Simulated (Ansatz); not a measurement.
# V (Im-3m) in Ansatz: further runs

One crystal, V, is run at these levels: PBEsol+D4; tasks: single point, equation of state.

Everything below comes from runs of Ansatz 0.2.0. Logs are shortened: lines on timing, memory, paths and dates and some standing lists are left out, and cuts for length are marked.

**1. Starting point**

The structure is cubic, space group Im-3m (No. 229). The conventional cell has a = 3.029 Å, b = 3.029 Å, c = 3.029 Å, α = 90.00°, β = 90.00°, γ = 90.00°. V (site symmetry m-3m) has 8 V at 2.62 Å as nearest neighbours.

**2. Single point, PBEsol+D4, collinear spin, ferromagnetic start, 13.06 Å³/atom (volume scaled by 0.94)**

input.yaml

```yaml
crystal:
  lattice:
    - [-1.4834362237, 1.4834362237, 1.4834362237]
    - [1.4834362237, -1.4834362237, 1.4834362237]
    - [1.4834362237, 1.4834362237, -1.4834362237]
  atoms:
    - { symbol: V, position: [0.0, 0.0, 0.0], spin: 2.0 }
hamiltonian:
  xc: pbesol
  pseudopotentials: { kind: paw }
  dispersion: d4
magnetization:
  spin_polarized: true
kpoints:
  mp_grid: { grid: [12, 12, 12] }
scf:
  occupations: { method: fermi_dirac, width: 0.05 }
output:
  forces: true
  stress: true
  eigenvalues: true
  write_density: true
  write_potential: true
  elf: true
  volumetric_format: npy
```

Potentials or basis: Ansatz PAW.

On the command line:

```console
$ ansatz run input.yaml --threads 2 --pin off --max-ram 5120MiB --backend cpu --events-out ev --progress --plain --runs-dir out
```

Standard output:

```text
Warning: RAYON_NUM_THREADS=2 ignored (pool sized by the plan → 2); use --threads N
Engine: ansatz 0.2.0, aarch64-unknown-linux-gnu
Pseudopotentials: kind: paw
Pseudopotential: V, paw, valence charge 13, recommended cutoff 420 eV (normal), V.paw.azcp
Functional definition: PBEsol
  exchange = pbesol_x
  correlation = pbesol_c
Crystal: 1 atoms, lattice volume = 13.058 Å³
Basis set: ecut = 420 eV, 249 PW (Γ), exchange–correlation on 36×36×36 points (8 copies of the dense FFT grid, shifted against one another)
Bands: 12, of which v1, the nominal top of the filled ones, is band 7 counted from 1 (6 counted from 0)
Symmetry: 48 space group operations
Space group: Im-3m (ITA 229), of the structure as read, at distance tolerance 2.4e-5 Å
Magnetic group: BNS 229.140 (UNI 1642), of the structure as read, at distance tolerance 2.4e-5 Å
k-points: 72 of 1728
Non-local potential: V, projectors of the file, l = 0: 3, l = 1: 2, l = 2: 3, l = 3: 1
PAW form: soft (Blöchl's): semilocal exchange-correlation on the pseudo side does not see the compensation charge
PAW frozen core: V, regenerated for the run's functional, and the local potential with it (the file was generated under x = pbe(κ = 0.804, μ = 0.2195149727645171), c = pbe(β = 0.06672455060314922))
PAW one-centre angular grid: V, 590 points (default); XC on 64 Gauss nodes
Initial density: superposition of atomic densities (chi_scale 0.1, normalization cell)
Starting moments: Σ|m| = 2 μB on 1 of 1 site
Initial wavefunctions: pseudopotential atomic-orbital guess
Functional: x = pbesol(κ = 0.804, μ = 0.12345679012345678), c = pbesol(β = 0.046)
SCF iter   1: F=—  HF=-2886.727932 eV  |F-HF|=—  |Δ(HF+E_count)|=         —  Δρ=1.90e-1 (↑1.90e-1 ↓8.49e-2)  dr2=1.88e0  dr2_m=2.12e0  M=0.342 μB ∫|m|=0.342 μB  β_m=0.30  ethr=3.10e-3  ⟨swp⟩=4.1  Hψ=8088  notcnv=0
Mixer restart at iter 1: flushing history
preconditioner: auto → none  [metal: Δε(μ)=0.042 eV  Ē_g=9.366 eV  σ=0.050 eV  W_gap=0.20  n_scr=0 (ndim 8)  ℏωp=23.0 eV  f_vac=0.000  D(μ)=1.18/eV (n_scr^D=12)]
SCF iter   2: F=—  HF=-2885.343962 eV  |F-HF|=—  |Δ(HF+E_count)|=    1.38e0  Δρ=9.93e-2 (↑9.93e-2 ↓8.22e-2)  dr2=9.25e-2  dr2_m=9.69e-1  M=0.367 μB ∫|m|=0.367 μB  β_m=0.45  ethr=3.10e-3  ⟨swp⟩=2.9  Hψ=4427  notcnv=0  defer=148
SCF iter   3: F=—  HF=-2885.367611 eV  |F-HF|=—  |Δ(HF+E_count)|=   2.36e-2  Δρ=3.80e-2 (↑3.46e-2 ↓3.80e-2)  dr2=2.07e-3  dr2_m=1.56e-1  M=0.322 μB ∫|m|=0.322 μB  β_m=0.59  ethr=7.11e-4  ⟨swp⟩=2.1  Hψ=2487  notcnv=0  defer=148
SCF iter   4: F=—  HF=-2885.481031 eV  |F-HF|=—  |Δ(HF+E_count)|=   1.13e-1  Δρ=8.64e-3 (↑6.72e-3 ↓8.64e-3)  dr2=3.23e-3  dr2_m=6.28e-3  M=0.172 μB ∫|m|=0.172 μB  β_m=0.80  ethr=1.59e-5  ⟨swp⟩=2.0  Hψ=3324  notcnv=0  defer=148
SCF iter   5: F=—  HF=-2885.483102 eV  |F-HF|=—  |Δ(HF+E_count)|=   2.07e-3  Δρ=3.41e-3 (↑1.51e-3 ↓3.41e-3)  dr2=2.05e-3  dr2_m=2.95e-4  M=0.028 μB ∫|m|=0.028 μB  β_m=0.88  ethr=1.59e-5  ⟨swp⟩=2.2  Hψ=3225  notcnv=0  defer=147
SCF iter   6: F=—  HF=-2885.486534 eV  |F-HF|=—  |Δ(HF+E_count)|=   3.43e-3  Δρ=1.32e-3 (↑1.32e-3 ↓6.67e-4)  dr2=3.03e-4  dr2_m=5.21e-5  M=0.043 μB ∫|m|=0.043 μB  β_m=0.94  ethr=1.58e-5  ⟨swp⟩=2.3  Hψ=2734  notcnv=0  defer=146
SCF iter   7: F=—  HF=-2885.486744 eV  |F-HF|=—  |Δ(HF+E_count)|=   2.10e-4  Δρ=8.37e-4 (↑8.37e-4 ↓6.60e-4)  dr2=6.02e-6  dr2_m=6.65e-5  M=0.027 μB ∫|m|=0.027 μB  β_m=0.97  ethr=2.33e-6  ⟨swp⟩=2.5  Hψ=2418  notcnv=0  defer=146
SCF iter   8: F=—  HF=-2885.486763 eV  |F-HF|=—  |Δ(HF+E_count)|=   1.87e-5  Δρ=4.03e-4 (↑4.03e-4 ↓2.63e-4)  dr2=3.97e-6  dr2_m=1.28e-5  M=0.012 μB ∫|m|=0.012 μB  β_m=0.98  ethr=4.63e-8  ⟨swp⟩=2.9  Hψ=2673  notcnv=0  defer=146
SCF iter   9: F=—  HF=-2885.486767 eV  |F-HF|=—  |Δ(HF+E_count)|=   4.35e-6  Δρ=1.27e-4 (↑1.27e-4 ↓8.48e-5)  dr2=3.96e-7  dr2_m=1.30e-6  M=0.004 μB ∫|m|=0.004 μB  β_m=0.99  ethr=3.06e-8  ⟨swp⟩=2.7  Hψ=2490  notcnv=0  defer=146
SCF iter  10: F=—  HF=-2885.486768 eV  |F-HF|=—  |Δ(HF+E_count)|=   6.10e-7  Δρ=3.92e-6 (↑2.69e-6 ↓3.92e-6)  dr2=3.47e-9  dr2_m=4.90e-10  M=0.000 μB ∫|m|=0.000 μB  β_m=1.00  ethr=3.04e-9  ⟨swp⟩=2.2  Hψ=2472  notcnv=0  defer=146
SCF iter  11: F=—  HF=-2885.486768 eV  |F-HF|=—  |Δ(HF+E_count)|=  2.98e-10  Δρ=1.30e-6 (↑1.30e-6 ↓1.16e-6)  dr2=3.75e-12  dr2_m=1.78e-10  M=0.000 μB ∫|m|=0.000 μB  β_m=0.99  ethr=2.67e-11  ⟨swp⟩=2.3  Hψ=2460  notcnv=0  defer=146
SCF iter  12: F=—  HF=-2885.486768 eV  |F-HF|=—  |Δ(HF+E_count)|=  1.07e-10  Δρ=3.52e-7 (↑1.46e-7 ↓3.52e-7)  dr2=1.69e-11  dr2_m=4.21e-12  M=0.000 μB ∫|m|=0.000 μB  β_m=0.94  ethr=1.00e-12  ⟨swp⟩=2.1  Hψ=2518  notcnv=0  defer=146
SCF iter  13: F=-2885.486768 eV  HF=-2885.486768 eV  |F-HF|=1.36e-12  |Δ(HF+E_count)|=  4.55e-13  Δρ=3.10e-8 (↑3.10e-8 ↓1.02e-8)  dr2=1.68e-13  dr2_m=2.25e-14  M=0.000 μB ∫|m|=0.000 μB  ethr=1.00e-12  ⟨swp⟩=6.3  Hψ=7413  notcnv=0
SCF 1 converged in 13 iterations: F = -2885.486768 eV  dr2 = 1.68e-13
WARN: the starting moments were not kept: the SCF closed with an absolute magnetisation of 1.1e-6 μB, where they sum to 2 μB in size (1 site). That is at most 0.1 of that sum. Measured as dr2_m measures the in/out step, that magnetisation stands 6.0e-13 eV from none, at or under the dr2_threshold of 1.0e-7 eV: it is no larger than a step whose dr2_m would equal this threshold. The system may hold no moment; this SCF shows only that its start led to no more than that. To try another start: raise the starting moments (crystal.atoms[].spin, magnetization.per_species, magnetization.initial_magnetization, or on a non-collinear deck that types none of these the spinor_matrix: blocks that start its atoms; where the total moment is fixed, keep their sum and leave initial_magnetization as it is; typed ones take the place of any that the run laid by itself, positive ones on a crystal's lanthanoids without a Hubbard term where scf.initial_density.shell_occupations: [] is typed) or, if the notice of its spin-set hold's release reads "site moments contracting" or "site moments show no strong build", lengthen the hold (scf.mixing.spin_hold: { on: { confirm: 4 } }; for m-r²SCAN on two components see the key's manual first). Each may lead to a state that holds a moment. A second SCF, from the converged charge density, with the starting moments and any scf.initial_density.shell_occupations laid on it anew, would have followed, and was not run: the deck does not ask for one (magnetization.retry_lost_moments is false, the default). To let it run, set magnetization.retry_lost_moments: true and run the deck again, where that key's refused combinations let it; where memory then withholds it, that run's warning says so.
SCF converged after 13 iterations
Magnetization: 0.0000 μB (6.5000 up, 6.5000 down)
Absolute magnetization: 0.0000 μB (∫|ρ↑−ρ↓|, with the PAW one-centre terms)
Spin contamination: 0.0000 ħ² per cell (⟨S²⟩ above its minimum at these occupations)
Per-site moments (μB) at R_I (Å): [(8.532210273101285e-7, 1.0598721000600606)]
Free energy (F): -2885.486768 eV
Harris-Foulkes:  -2885.486768 eV  (|F-HF|=1.36e-12)
Internal energy: -2885.469037 eV  (E = F + TS)
E sigma→0 (E₀):  -2885.477902 eV
Entropy (-TS):   -0.017731 eV (-17.731 meV/atom)
Fermi energy:    16.987144 eV
--- Per-component energies (eV) ---
  E_band       = -136.832464
  E_kinetic    = 337.144075
  E_local      = -872.492133  (includes V_loc(G=0)·N_el)
  E_nonlocal   = -43.860738
  E_hartree    = 402.597973
  E_xc         = -129.775768
  E_vxc        = -165.259601  (∫ρ·V_xc dr)
  E_paw        = -1086.519133  (= ΣΔE_a)
  E_vpaw       = -197.560272  (= ΣTr[D̂ρ^β])
  E_aug_tail   = 0.000243  (compensation charges beyond the density's cutoff)
  E_ewald      = -1492.517902
  E_disp       = -0.195332  (pairwise vdW)
  E_core_change = 0.149679  (= ΣΔE_core)
  E_smearing   = -0.017731  (= −TS)
  E_closure    = 0.000000  (closes the sum)
  Σ components = -2885.486768   (vs F -2885.486768, Δ=0.00e0)
--- Forces (eV/Å), atoms counted from 1 ---
  atom   1  V     -0.00000000    -0.00000000    -0.00000000
  max |Σ_I F_I| component: 6.57e-32 eV/Å
--- Stress (GPa, compression-positive) ---
       -3.930384      -0.000000       0.000000
        0.000000      -3.930384      -0.000000
        0.000000      -0.000000      -3.930384
  P = ⅓ Tr σ = -3.9304 GPa (-39.304 kbar)
--- Band table (eV; the first three rows and the last of 144) ---
  k-point 0 ↑: bands = ["-46.4154", "-19.7614", "-19.7614", "-19.7614", "10.3248", "17.4194", "17.4194", "17.4194", "19.5094", "19.5094", "37.7710", "37.7710"]
  k-point 1 ↑: bands = ["-46.4004", "-19.8322", "-19.7829", "-19.7620", "10.6118", "17.2952", "17.3893", "17.6292", "19.3719", "19.5182", "37.2808", "37.7121"]
  k-point 2 ↑: bands = ["-46.3592", "-20.0231", "-19.8411", "-19.7635", "11.4133", "16.9696", "17.2267", "18.2287", "19.1622", "19.5537", "35.8057", "37.1467"]
  k-point 71 ↓: bands = ["-46.0319", "-20.4465", "-20.4465", "-20.4465", "13.8379", "13.8379", "20.9108", "20.9108", "20.9108", "27.4687", "27.4687", "27.4687"]
```

Run time: 3.5 s. Hardware: 2 threads of Arm Neoverse N1, shared host; peak memory 0.28 GiB.

What came out:

| Quantity | Value |
| --- | --- |
| Free energy | -2885.4868 eV |
| Pressure | -3.9 GPa |
| Band gap on the k mesh | none (metal or under the smearing width) |
| Net moment | 0.00 μB per cell |
| Absolute moment | 0.00 μB per cell |

Caveat: pairwise dispersion overbinds metals, which lowers pressure and volume; the PAW data sets come from PBE, with cores solved anew for the run's functional, which leaves a small shift of forces and pressure; the starting moments weren't kept.

**3. Single point, PBEsol+D4, collinear spin, ferromagnetic start, 13.34 Å³/atom (volume scaled by 0.96)**

input.yaml

```yaml
crystal:
  lattice:
    - [-1.4938833019, 1.4938833019, 1.4938833019]
    - [1.4938833019, -1.4938833019, 1.4938833019]
    - [1.4938833019, 1.4938833019, -1.4938833019]
  atoms:
    - { symbol: V, position: [0.0, 0.0, 0.0], spin: 2.0 }
hamiltonian:
  xc: pbesol
  pseudopotentials: { kind: paw }
  dispersion: d4
magnetization:
  spin_polarized: true
kpoints:
  mp_grid: { grid: [12, 12, 12] }
scf:
  occupations: { method: fermi_dirac, width: 0.05 }
output:
  forces: true
  stress: true
  eigenvalues: true
```

Potentials or basis: Ansatz PAW.

On the command line:

```console
$ ansatz run input.yaml --threads 2 --pin off --max-ram 5120MiB --backend cpu --events-out ev --progress --plain --runs-dir out
```

It took 3.2 s on 2 threads of Arm Neoverse N1, shared host; peak memory 0.28 GiB.

It converged, with:

- Free energy: -2885.4767 eV
- Pressure: -7.6 GPa
- Band gap on the k mesh: none (metal or under the smearing width)
- Net moment: 0.00 μB per cell
- Absolute moment: 0.00 μB per cell

Caveat: pairwise dispersion overbinds metals, which lowers pressure and volume; the PAW data sets come from PBE, with cores solved anew for the run's functional, which leaves a small shift of forces and pressure; the starting moments weren't kept.

**4. Single point, PBEsol+D4, collinear spin, ferromagnetic start, 13.61 Å³/atom (volume scaled by 0.98)**

Edit input.yaml of step 3 so:

```diff
@@ -2,5 +2,5 @@
   lattice:
-    - [-1.4938833019, 1.4938833019, 1.4938833019]
-    - [1.4938833019, -1.4938833019, 1.4938833019]
-    - [1.4938833019, 1.4938833019, -1.4938833019]
+    - [-1.5041862709, 1.5041862709, 1.5041862709]
+    - [1.5041862709, -1.5041862709, 1.5041862709]
+    - [1.5041862709, 1.5041862709, -1.5041862709]
   atoms:
@@ -21 +21,5 @@
   eigenvalues: true
+  write_density: true
+  write_potential: true
+  elf: true
+  volumetric_format: npy
```

On the command line:

```console
$ ansatz run input.yaml --threads 2 --pin off --max-ram 5120MiB --backend cpu --events-out ev --progress --plain --runs-dir out
```

It took 3.4 s on 2 threads of Arm Neoverse N1, shared host; peak memory 0.28 GiB.

The run converged. Its results:

```yaml
Free_energy: -2885.4605 eV
Pressure: -11.0 GPa
Band_gap_on_the_k_mesh: none (metal or under the smearing width)
Net_moment: 0.00 μB per cell
Absolute_moment: 0.00 μB per cell
```

Caveat: pairwise dispersion overbinds metals, which lowers pressure and volume; the PAW data sets come from PBE, with cores solved anew for the run's functional, which leaves a small shift of forces and pressure; the starting moments weren't kept.

**5. Single point, PBEsol+D4, collinear spin, ferromagnetic start, 13.89 Å³/atom**

input.yaml

```yaml
crystal:
  lattice:
    - [-1.51435, 1.51435, 1.51435]
    - [1.51435, -1.51435, 1.51435]
    - [1.51435, 1.51435, -1.51435]
  atoms:
    - { symbol: V, position: [0.0, 0.0, 0.0], spin: 2.0 }
hamiltonian:
  xc: pbesol
  pseudopotentials: { kind: paw }
  dispersion: d4
magnetization:
  spin_polarized: true
kpoints:
  mp_grid: { grid: [12, 12, 12] }
scf:
  occupations: { method: fermi_dirac, width: 0.05 }
output:
  forces: true
  stress: true
  eigenvalues: true
```

On the command line:

```console
$ ansatz run input.yaml --threads 2 --pin off --max-ram 5120MiB --backend cpu --events-out ev --progress --plain --runs-dir out
```

It took 3.5 s on 2 threads of Arm Neoverse N1, shared host; peak memory 0.28 GiB.

It converged, with:

```yaml
Free_energy: -2885.4388 eV
Pressure: -14.0 GPa
Band_gap_on_the_k_mesh: none (metal or under the smearing width)
Net_moment: 0.00 μB per cell
Absolute_moment: 0.00 μB per cell
```

Caveat: pairwise dispersion overbinds metals, which lowers pressure and volume; the PAW data sets come from PBE, with cores solved anew for the run's functional, which leaves a small shift of forces and pressure; the starting moments weren't kept.

**6. Single point, PBEsol+D4, collinear spin, ferromagnetic start, 14.17 Å³/atom (volume scaled by 1.02)**

Edit input.yaml of step 5 so:

```diff
@@ -2,5 +2,5 @@
   lattice:
-    - [-1.51435, 1.51435, 1.51435]
-    - [1.51435, -1.51435, 1.51435]
-    - [1.51435, 1.51435, -1.51435]
+    - [-1.5243791002, 1.5243791002, 1.5243791002]
+    - [1.5243791002, -1.5243791002, 1.5243791002]
+    - [1.5243791002, 1.5243791002, -1.5243791002]
   atoms:
```

Potentials or basis: Ansatz PAW.

On the command line:

```console
$ ansatz run input.yaml --threads 2 --pin off --max-ram 5120MiB --backend cpu --events-out ev --progress --plain --runs-dir out
```

Run time: 3 s. Hardware: 2 threads of Arm Neoverse N1, shared host; peak memory 0.28 GiB.

It converged, with:

- Free energy: -2885.4121 eV
- Pressure: -16.8 GPa
- Band gap on the k mesh: none (metal or under the smearing width)
- Net moment: 0.00 μB per cell
- Absolute moment: 0.00 μB per cell

Caveat: pairwise dispersion overbinds metals, which lowers pressure and volume; the PAW data sets come from PBE, with cores solved anew for the run's functional, which leaves a small shift of forces and pressure; the starting moments weren't kept.

**7. Single point, PBEsol+D4, collinear spin, ferromagnetic start, 14.45 Å³/atom (volume scaled by 1.04)**

Edit input.yaml of step 6 so:

```diff
@@ -2,5 +2,5 @@
   lattice:
-    - [-1.5243791002, 1.5243791002, 1.5243791002]
-    - [1.5243791002, -1.5243791002, 1.5243791002]
-    - [1.5243791002, 1.5243791002, -1.5243791002]
+    - [-1.5342779432, 1.5342779432, 1.5342779432]
+    - [1.5342779432, -1.5342779432, 1.5342779432]
+    - [1.5342779432, 1.5342779432, -1.5342779432]
   atoms:
@@ -21 +21,5 @@
   eigenvalues: true
+  write_density: true
+  write_potential: true
+  elf: true
+  volumetric_format: npy
```

On the command line:

```console
$ ansatz run input.yaml --threads 2 --pin off --max-ram 5120MiB --backend cpu --events-out ev --progress --plain --runs-dir out
```

Wall time 3.9 s (2 threads of Arm Neoverse N1, shared host); peak memory 0.29 GiB.

Results (log left out):

| Item | Value |
| --- | --- |
| Free energy | -2885.3808 eV |
| Pressure | -19.2 GPa |
| Band gap on the k mesh | none (metal or under the smearing width) |
| Net moment | 0.00 μB per cell |
| Absolute moment | 0.00 μB per cell |

Caveat: pairwise dispersion overbinds metals, which lowers pressure and volume; the PAW data sets come from PBE, with cores solved anew for the run's functional, which leaves a small shift of forces and pressure; the starting moments weren't kept.

**8. Single point, PBEsol+D4, collinear spin, ferromagnetic start, 14.72 Å³/atom (volume scaled by 1.06)**

Edit input.yaml of step 7 so:

```diff
@@ -2,5 +2,5 @@
   lattice:
-    - [-1.5342779432, 1.5342779432, 1.5342779432]
-    - [1.5342779432, -1.5342779432, 1.5342779432]
-    - [1.5342779432, 1.5342779432, -1.5342779432]
+    - [-1.5440506776, 1.5440506776, 1.5440506776]
+    - [1.5440506776, -1.5440506776, 1.5440506776]
+    - [1.5440506776, 1.5440506776, -1.5440506776]
   atoms:
```

On the command line:

```console
$ ansatz run input.yaml --threads 2 --pin off --max-ram 5120MiB --backend cpu --events-out ev --progress --plain --runs-dir out
```

Run time: 3.4 s. Hardware: 2 threads of Arm Neoverse N1, shared host; peak memory 0.29 GiB.

The run converged. Its results:

```yaml
Free_energy: -2885.3455 eV
Pressure: -21.5 GPa
Band_gap_on_the_k_mesh: none (metal or under the smearing width)
Net_moment: 0.00 μB per cell
Absolute_moment: 0.00 μB per cell
```

Caveat: pairwise dispersion overbinds metals, which lowers pressure and volume; the PAW data sets come from PBE, with cores solved anew for the run's functional, which leaves a small shift of forces and pressure; the starting moments weren't kept.

**9. Equation of state, PBEsol+D4, collinear spin, ferromagnetic start**

Potentials or basis: Ansatz PAW.

No new run: the results of the series are fitted here.

Results:

```
Equilibrium volume : 12.79 Å³/atom (rough: see the caveat)
Bulk modulus       : 198 GPa (rough)
```

Energy against volume, from the lowest point:
```
volume (Å³/atom)  energy (meV/atom)
          13.058               0.00
          13.336              10.07
          13.613              26.24
          13.891              47.96
          14.169              74.70
          14.447             105.97
          14.725             141.30
```

Caveat: the minimum lies outside the volumes run.
